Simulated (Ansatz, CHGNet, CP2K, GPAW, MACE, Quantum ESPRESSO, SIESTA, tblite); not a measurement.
**Quantum ESPRESSO on twisted 2H-MoSe2/1T-TaS2 bilayer, 21.79° (42 atoms): settings compared**

How far do other settings of Quantum ESPRESSO move the forces in twisted 2H-MoSe2/1T-TaS2 bilayer, 21.79° (42 atoms)? One run of the same program serves as the yardstick.

Calculated with Quantum ESPRESSO 7.5; the method is named at each step.

## 1. The structure

The cell holds 42 atoms: 7 Mo, 14 Se, 7 Ta and 14 S. Its edges and angles: a = 8.797 Å, b = 8.797 Å, c = 21.570 Å, α = 90.0°, β = 90.0°, γ = 120.0°. 2H-MoSe2 (a = 3.29 Å) under 1T-TaS2 (a = 3.36 Å), bilayer, commensurate cell of 7 unit cells a layer, twist 21.79 deg, both strained to the mean lattice constant; facing planes 3.17 Å apart; 12 Å of vacuum; layers as built, displaced by a Gaussian of 0.01 Å. Then every atom was moved at random, 0.03 Å r.m.s. a Cartesian component. Regions: layer 1, 21 atoms (7 Mo and 14 Se); layer 2, 21 atoms (7 Ta and 14 S). Vacuum lies along c.

The yardstick, on the same geometry:

| Property | Result |
| --- | --- |
| method | Kohn-Sham DFT, PBE, SSSP efficiency 1.3.0 pseudopotentials, plane waves (Quantum ESPRESSO 7.5); sssp-pbe-1.3.0-efficiency, cutoffs 45/360 Ry, Γ point |
| r.m.s. force component | 0.4471 eV/Å |
| longest force | 1.447 eV/Å |
| time | 3.4 min on 4 MPI ranks of Arm Neoverse V2, shared host |
| CPU time | 14 min |

## 2. PBE, sssp-1.3.0-efficiency, 45/360 Ry, rmm-davidson

Method: Kohn-Sham DFT, PBE, SSSP efficiency 1.3.0 pseudopotentials, plane waves.

The input, pw.in:

```
&control
  calculation = 'scf'
  pseudo_dir = './pseudo'
  outdir = './tmp'
  disk_io = 'none'
  tprnfor = .true.
/
&system
  ibrav = 0
  nat = 42
  ntyp = 4
  ecutwfc = 45
  ecutrho = 360
  nosym = .true.
  occupations = 'smearing'
  smearing = 'fd'
  degauss = 0.003675
/
&electrons
  conv_thr = 2.1e-07
  electron_maxstep = 100
  mixing_beta = 0.2
  mixing_mode = 'local-TF'
  diagonalization = 'rmm-davidson'
/
ATOMIC_SPECIES
Mo 95.950 Mo.upf
Se 78.971 Se.upf
Ta 180.948 Ta.upf
S 32.060 S.upf
CELL_PARAMETERS angstrom
8.79710 0.00000 0.00000
-4.39855 7.61851 0.00000
0.00000 0.00000 21.57000
ATOMIC_POSITIONS crystal
Mo 0.18904 0.23383 0.35586
Se 0.24263 0.05682 0.43211
Se 0.24735 0.05319 0.27840
Mo 0.33365 0.66054 0.35686
Se 0.38470 0.48322 0.43254
Se 0.37970 0.47730 0.27942
Mo 0.47750 0.09653 0.35701
Se 0.52386 0.90182 0.43405
Se 0.52325 0.90353 0.28033
Mo 0.62765 0.52577 0.35516
Se 0.67066 0.33041 0.43306
Se 0.66987 0.33267 0.27879
Mo 0.75978 0.95681 0.35675
Se 0.81013 0.77099 0.43684
Se 0.81378 0.77068 0.27807
Mo 0.90490 0.38786 0.35667
Se 0.95068 0.19054 0.43239
Se 0.94375 0.18858 0.27958
Mo 0.05323 0.81331 0.35499
Se 0.09847 0.61976 0.43221
Se 0.09491 0.61743 0.28001
Ta 0.13703 0.71022 0.65186
S 0.37807 0.89859 0.72263
S 0.33359 0.66400 0.57991
Ta 0.99638 0.99558 0.65026
S 0.24503 0.18814 0.72329
S 0.19042 0.95608 0.58031
Ta 0.28804 0.42751 0.65147
S 0.53090 0.62517 0.72172
S 0.47635 0.38209 0.58179
Ta 0.57068 0.85528 0.65171
S 0.80422 0.04916 0.72213
S 0.75983 0.81005 0.58124
Ta 0.42881 0.14304 0.65264
S 0.66602 0.33385 0.72139
S 0.61851 0.09152 0.58253
Ta 0.71349 0.57464 0.65341
S 0.95086 0.76645 0.72155
S 0.90781 0.53524 0.57846
Ta 0.85899 0.28838 0.65063
S 0.09403 0.47861 0.72111
S 0.05010 0.24001 0.58114
K_POINTS gamma
```

The run is started by

```bash
$ OMP_NUM_THREADS=1 mpirun -np 4 pw.x -in pw.in > output.txt
```

The program printed:

```text
Program PWSCF
     gamma-point specific algorithms are used
     one sub-group per band group will be used
     scalapack distributed-memory algorithm (size of sub-group:  2*  2 procs)
     Parallelization info
     sticks:   dense  smooth     PW     G-vecs:    dense   smooth      PW
     Min        1710     856    211               281218    99507   12412
     Max        1711     858    212               281233    99534   12416
     Sum        6841    3427    847              1124887   398065   49653
     bravais-lattice index     =            0
     lattice parameter (alat)  =      16.6241  a.u.
     unit-cell volume          =    9755.6524 (a.u.)^3
     number of atoms/cell      =           42
     number of atomic types    =            4
     number of electrons       =       357.00
     number of Kohn-Sham states=          215
     kinetic-energy cutoff     =      45.0000  Ry
     charge density cutoff     =     360.0000  Ry
     scf convergence threshold =      2.1E-07
     mixing beta               =       0.2000
     number of iterations used =            8  local-TF  mixing
     Exchange-correlation=  SLA  PW   PBX  PBC
                           (   1   4   3   4   0   0   0)
     crystal axes: (cart. coord. in units of alat)
               a(1) = (   1.000000   0.000000   0.000000 )
               a(2) = (  -0.500000   0.866025   0.000000 )
               a(3) = (   0.000000   0.000000   2.451944 )
     reciprocal axes: (cart. coord. in units 2 pi/alat)
               b(1) = (  1.000000  0.577350 -0.000000 )
               b(2) = (  0.000000  1.154701  0.000000 )
               b(3) = (  0.000000 -0.000000  0.407840 )
     PseudoPot. # 1 for Mo:
     Pseudo is Norm-conserving, Zval = 14.0
     PseudoPot. # 2 for Se:
     Pseudo is Ultrasoft + core correction, Zval =  6.0
     PseudoPot. # 3 for Ta:
     Pseudo is Ultrasoft + core correction, Zval = 13.0
     PseudoPot. # 4 for S :
     Pseudo is Ultrasoft + core correction, Zval =  6.0
     atomic species   valence    mass     pseudopotential
     Mo               14.00    95.95000     Mo( 1.00)
     Se                6.00    78.97100     Se( 1.00)
     Ta               13.00   180.94800     Ta( 1.00)
     S                 6.00    32.06000     S ( 1.00)
     No symmetry found
   Cartesian axes
     number of k points=     1  Fermi-Dirac smearing, width (Ry)=  0.0037
                       cart. coord. in units 2pi/alat
        k(    1) = (   0.0000000   0.0000000   0.0000000), wk =   2.0000000
     Dense  grid:   562444 G-vectors     FFT dimensions: ( 108, 108, 250)
     Smooth grid:   199033 G-vectors     FFT dimensions: (  72,  72, 180)
     Initial potential from superposition of free atoms
     starting charge     356.9838, renormalised to     357.0000
     negative rho (up, down):  6.595E-01 0.000E+00
     Starting wfcs are  273 randomized atomic wfcs
     Self-consistent Calculation
     iteration #  1     ecut=    45.00 Ry     beta= 0.20
     Threshold (ethr) on eigenvalues was too large:
     Diagonalizing with lowered threshold
     negative rho (up, down):  6.615E-01 0.000E+00
     total energy              =   -2903.74381449 Ry
     estimated scf accuracy    <       2.61464996 Ry
     iteration #  2     ecut=    45.00 Ry     beta= 0.20
     negative rho (up, down):  6.737E-01 0.000E+00
     total energy              =   -2903.17735604 Ry
     estimated scf accuracy    <       1.82065169 Ry
     iteration #  3     ecut=    45.00 Ry     beta= 0.20
     RMM-DIIS diagonalization
     negative rho (up, down):  6.814E-01 0.000E+00
     total energy              =   -2903.37226758 Ry
     estimated scf accuracy    <       0.22805642 Ry
     iteration #  4     ecut=    45.00 Ry     beta= 0.20
     RMM-DIIS diagonalization
     negative rho (up, down):  6.885E-01 0.000E+00
     total energy              =   -2903.39388889 Ry
     estimated scf accuracy    <       0.14821021 Ry
     iteration #  5     ecut=    45.00 Ry     beta= 0.20
     negative rho (up, down):  7.022E-01 0.000E+00
     total energy              =   -2903.38333954 Ry
     estimated scf accuracy    <       0.09371472 Ry
     iteration #  6     ecut=    45.00 Ry     beta= 0.20
     RMM-DIIS diagonalization
[...]
total energy              =   -2903.38280548 Ry
     estimated scf accuracy    <       0.04928982 Ry
[...]
RMM-DIIS diagonalization
[...]
RMM-DIIS diagonalization
[...]
RMM-DIIS diagonalization
[...]
c_bands:  3 eigenvalues not converged
[...]
RMM-DIIS diagonalization
[...]
total energy              =   -2903.38580960 Ry
[...]
iteration # 24     ecut=    45.00 Ry     beta= 0.20
     RMM-DIIS diagonalization
[...]
total energy              =   -2903.38581016 Ry
     estimated scf accuracy    <       0.00000076 Ry
     iteration # 25     ecut=    45.00 Ry     beta= 0.20
     negative rho (up, down):  6.979E-01 0.000E+00
     total energy              =   -2903.38581067 Ry
     estimated scf accuracy    <       0.00000029 Ry
     iteration # 26     ecut=    45.00 Ry     beta= 0.20
     RMM-DIIS diagonalization
     negative rho (up, down):  6.980E-01 0.000E+00
     End of self-consistent calculation
          k = 0.0000 0.0000 0.0000 ( 24827 PWs)   bands (ev):
   -64.9602 -64.9315 -64.9274 -64.8887 -64.8467 -64.8374 -64.7295 -57.4318
   -57.4069 -57.3995 -57.3897 -57.3793 -57.3700 -57.3658 -31.6128 -31.6098
   -31.6053 -31.5971 -31.5937 -31.5810 -31.5789 -31.5761 -31.5721 -31.5554
   -31.5403 -31.5231 -31.5118 -31.5112 -31.4962 -31.4913 -31.4896 -31.4851
   -31.4816 -31.4793 -31.4765 -31.4745 -31.4669 -31.4551 -31.4517 -31.4471
   -31.4148 -31.4030 -31.3995 -31.3985 -31.3921 -31.3711 -31.3593 -31.3476
[...]
5.0860   5.1079   5.1461   5.1677   5.1866   5.2161   5.4031   5.4266
     5.4441   5.4708   5.4868   5.5321   5.5600   5.5697   5.5975   5.6290
     5.6482   5.7060   6.0395   6.1120   6.1605   6.1741   6.2232   6.2812
     6.4154   6.4311   6.5212   6.5262   6.8150   6.8435   6.8819
     the Fermi energy is     4.0158 ev
!    total energy              =   -2903.38581061 Ry
     estimated scf accuracy    <       0.00000015 Ry
     smearing contrib. (-TS)   =      -0.03321866 Ry
     internal energy E=F+TS    =   -2903.35259195 Ry
     The total energy is F=E-TS. E is the sum of the following terms:
     one-electron contribution =  -10371.96523688 Ry
     hartree contribution      =    5241.69694042 Ry
     xc contribution           =    -940.38448676 Ry
     ewald contribution        =    3167.30019128 Ry
     convergence has been achieved in  26 iterations
     negative rho (up, down):  6.980E-01 0.000E+00
     Forces acting on atoms (cartesian axes, Ry/au):
     atom    1 type  1   force =    -0.01429945    0.04238703   -0.01408504
     atom    2 type  2   force =     0.00446840   -0.02650829    0.01331321
     atom    3 type  2   force =    -0.01111483   -0.01149438   -0.00665599
     atom    4 type  1   force =    -0.02961514    0.04367842   -0.01957995
     atom    5 type  2   force =     0.02650601   -0.03464755    0.00479427
     atom    6 type  2   force =     0.02312673   -0.01467598   -0.00578688
[...]
atom   40 type  3   force =     0.00966762    0.01212566   -0.01371822
     atom   41 type  4   force =     0.00181411   -0.00652258    0.03955831
     atom   42 type  4   force =    -0.00088229    0.00752961   -0.01379324
     Total force =     0.195198     Total SCF correction =     0.001046
     Message from routine punch:
     Nothing written, as per user request (disk_io='none')
```

Wall time 3.4 min (4 MPI ranks of Arm Neoverse V2, shared host); peak memory 4 GiB.

Banners, paths, timers and routine set-up lines are dropped from the logs unmarked, and long logs keep their key lines alone; longer cuts are marked.

Against the reference:

* r.m.s. force component: 0.4471 eV/Å
* r.m.s. difference of force components: 0.237 meV/Å
* longest difference of force vectors: 0.977 meV/Å
* force difference over r.m.s. force: 0.053 %
* slope of forces against the reference's: 1
* correlation of force components: 1
* energy less the same-level run's: 0 meV/atom
* r.m.s. force difference from the same-level run: 0.237 meV/Å

Length of the force difference by element (eV/Å):

```tsv
element	atoms	mean	most
Mo	7	1.0e-4	1.0e-4
S	14	2.0e-4	5.0e-4
Se	14	3.0e-4	6.0e-4
Ta	7	7.0e-4	0.001
```

The surroundings of Mo4, which bears the longest force, nearest first, numbered as they follow in the input and with coordinates relative to it.

```tsv
atom	x	y	z	distance (Å)	bonds	Fx	Fy	Fz (eV/Å)
Mo4	0.00	0.00	0.00	0.00	6	-0.76	1.12	-0.50
Se5	1.23	-1.35	1.63	2.45	3	0.68	-0.89	0.12
Se6	1.21	-1.40	-1.67	2.49	3	0.59	-0.38	-0.15
Se20	-1.89	-0.31	1.63	2.51	3	-0.24	0.33	0.40
Se21	-1.91	-0.33	-1.66	2.55	3	0.17	0.32	-0.50
Se9	0.60	1.85	-1.65	2.55	3	-0.19	-0.10	-0.24
Se8	0.61	1.84	1.66	2.55	3	-0.33	0.07	0.02
Mo16	-2.57	-2.08	0.00	3.31	6	0.67	-1.05	-0.19
Mo1	0.60	-3.25	-0.02	3.31	6	-0.37	1.09	-0.36
Mo13	2.45	2.26	0.00	3.33	6	0.58	-0.73	0.04
Mo10	3.18	-1.03	-0.04	3.34	6	-0.80	0.27	0.56
Mo19	-3.14	1.16	-0.04	3.35	6	-0.43	0.28	0.67
Mo7	-0.65	3.32	0.00	3.39	6	0.31	-0.03	-0.27
```

Forces lie 0.053 % from the reference's, at 0.99 times its CPU time.

## 3. PBE, gbrv-1.5, 40/200 Ry

Method: Kohn-Sham DFT, PBE, GBRV 1.5 ultrasoft pseudopotentials, plane waves.

The pseudopotential files are exchanged too: ./pseudo now holds the set gbrv-pbe-1.5.

Changes to pw.in since step 2:

```diff
@@ -11,4 +11,4 @@
   ntyp = 4
-  ecutwfc = 45
-  ecutrho = 360
+  ecutwfc = 40
+  ecutrho = 200
   nosym = .true.
@@ -23,3 +23,3 @@
   mixing_mode = 'local-TF'
-  diagonalization = 'rmm-davidson'
+  diagonalization = 'david'
 /
```

The program printed:

```text
[banner, memory and clock lines left out]
Program PWSCF
     gamma-point specific algorithms are used
     one sub-group per band group will be used
[... lines left out ...]
     total energy              =   -2919.09086799 Ry
[... lines left out ...]
     total energy              =   -2918.49827993 Ry
[... lines left out ...]
     total energy              =   -2918.75057398 Ry
[... lines left out ...]
     c_bands:  1 eigenvalues not converged
[... lines left out ...]
     total energy              =   -2918.72739100 Ry
[... lines left out ...]
     total energy              =   -2918.72739108 Ry
[... lines left out ...]
     the Fermi energy is     4.0227 ev
!    total energy              =   -2918.72739103 Ry
[... lines left out ...]
     The total energy is F=E-TS. E is the sum of the following terms:
     one-electron contribution =  -10356.94878441 Ry
     hartree contribution      =    5237.31847341 Ry
     xc contribution           =    -966.36405858 Ry
     ewald contribution        =    3167.30019128 Ry
     convergence has been achieved in  27 iterations
     negative rho (up, down):  7.049E-01 0.000E+00
     Forces acting on atoms (cartesian axes, Ry/au):
     atom    1 type  1   force =    -0.01423795    0.04237449   -0.01408769
     atom    2 type  2   force =     0.00447509   -0.02645823    0.01305064
     atom    3 type  2   force =    -0.01110384   -0.01148015   -0.00638452
[...]
atom   41 type  4   force =     0.00181438   -0.00651332    0.03962895
     atom   42 type  4   force =    -0.00085470    0.00752031   -0.01383843
     Total force =     0.195058     Total SCF correction =     0.000749
     Message from routine punch:
     Nothing written, as per user request (disk_io='none')
```

It took 2.5 min on 4 MPI ranks; peak memory 2 GiB; 9.9 min of CPU time.

Compared with the plane-wave run:

```
r.m.s. force component                  : 0.4468 eV/Å
r.m.s. difference of force components   : 2.373 meV/Å
longest difference of force vectors     : 7.679 meV/Å
force difference over r.m.s. force      : 0.5307 %
slope of forces against the reference's : 0.9993
correlation of force components         : 1
```

Against the first run (0.053 %), the force difference from the reference is 0.53 %, at 0.74 times the CPU time.

## 4. The ladder

Differences are against the plane-wave reference, forces as r.m.s. over components; share is that over the reference's r.m.s. force, slope the least-squares factor from reference forces to these. Total energies of different programs have different zeros and aren't compared.

```tsv
run	Δ force, r.m.s. (meV/Å)	share (%)	slope	cores	CPU time	memory (GiB)
reference	-	-	-	4	14 min	4.0
QE PBE, sssp-1.3.0-efficiency, 45/360 Ry, rmm-davidson	0.237	0.053	1.000	4	14 min	4.0
QE PBE, gbrv-1.5, 40/200 Ry	2.37	0.531	0.999	4	9.9 min	2.0
```

CPU time is summed over cores on a shared host, where runs went side by side, so it is rough. Symmetry, cutoffs, thresholds, outputs and thread counts weren't matched or tuned between programs; memory under MPI is the largest rank's times the ranks.

Within one program, basis, potentials and functional, energies share a zero. Each run against its twin at the usual cutoff or grid and solver:

```tsv
run	twin	Δ energy (meV/atom)	Δ force, r.m.s. (meV/Å)	CPU time over the twin's
QE PBE, sssp-1.3.0-efficiency, 45/360 Ry, rmm-davidson	sssp-1.3.0-efficiency, 45/360 Ry	0	0.237	0.99
```

## 5. Outcome

| Item | Value |
| --- | --- |
| nearest in forces | QE PBE, sssp-1.3.0-efficiency, 45/360 Ry, rmm-davidson, 0.053 % |
| its CPU time | 14 min |

What this shows: PBE on plane waves or a grid with other potentials, cutoffs or grids differs from the reference by 0.53 % (QE PBE, gbrv-1.5, 40/200 Ry) of the r.m.s. force; this holds the reference's own error, so differences of a few per cent don't tell which side is nearer the exact PBE result. With the reference's own potentials and cutoffs, another solver or threshold moves forces by 0.053 % (QE PBE, sssp-1.3.0-efficiency, 45/360 Ry, rmm-davidson). None of the electronic-structure runs in the table takes under half the reference's CPU time of 14 min; they take 0.73 to 0.99 times as much. The electron count is odd in these runs, and they have no spin polarisation, so the unpaired electron is spread evenly over both spins. The reference's PBE has no dispersion term, which matters for the binding between molecules or layers. The electronic-structure runs sample only Γ, in a cell whose shortest periodic width is 8 Å, which is coarse for a cell with partly filled levels. Spin–orbit coupling is left out, which matters for the levels of the heavy elements.

[Also dropped from logs without a mark: logging warnings of Python, and SIESTA's first energy breakdown and zero terms.]

[Logs are printed without paths, hosts, clocks, repeated set-up lines and the standing remarks that a program may print on its own settings, such as how far it seeks lower states.]

[Hosts, paths, dates, database ids (printed as entryN), source tags and the programs' standing remarks are cut or masked in the printed files.]
